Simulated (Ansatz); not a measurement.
Crystal: As.

```
As
1.0
     1.82500   -5.50000    0.00000
     1.82500    5.50000    0.00000
     0.00000    0.00000    4.47000
As
4
Direct
  0.39000 0.61000 0.56000
  0.89000 0.11000 0.94000
  0.61000 0.39000 0.44000
  0.11000 0.89000 0.06000
```

This isn't the form of As at room conditions, which is rhombohedral.

```yaml
Program: Ansatz 0.2.0
Task: relaxation of cell and atoms
Functional: PBEsol
Potentials_or_basis: all-electron LAPW, scalar-relativistic
Basis_error_allowed: 0.002 eV/atom
k_mesh: 8 × 8 × 6
Occupations: fermi-dirac, width 0.05 eV
Spin: no spin polarisation
```

At the start: volume 22.43 Å³/atom.

How do energy, volume and symmetry change on relaxing?

Over 7 steps the energy falls by 4.9 meV/atom and the volume is 21.65 Å³/atom (-3.5 %); space group Cmce (No. 64, to 0.05 Å).

The path:
```
step  energy change (eV)  largest force (eV/Å)  volume (Å³)
   1              0.0000                0.1127        89.74
   2             -0.0104                0.1228        87.95
   3             -0.0154                0.0677        87.29
   4             -0.0186                0.0215        86.75
   5             -0.0195                0.0035        86.57
   6             -0.0195                0.0002        86.59
   7             -0.0198                0.0002        86.59
```

Final structure:
```cif
data_structure
_symmetry_space_group_name_H-M 'P 1'
_symmetry_Int_Tables_number 1
_cell_length_a 5.7584
_cell_length_b 5.7584
_cell_length_c 4.2512
_cell_angle_alpha 90.000
_cell_angle_beta 90.000
_cell_angle_gamma 142.100
_cell_volume 86.59
loop_
_atom_site_label
_atom_site_type_symbol
_atom_site_fract_x
_atom_site_fract_y
_atom_site_fract_z
_atom_site_occupancy
As1 As 0.38805 0.61195 0.55437 1
As2 As 0.88805 0.11195 0.94563 1
As3 As 0.61195 0.38805 0.44563 1
As4 As 0.11195 0.88805 0.05437 1
```
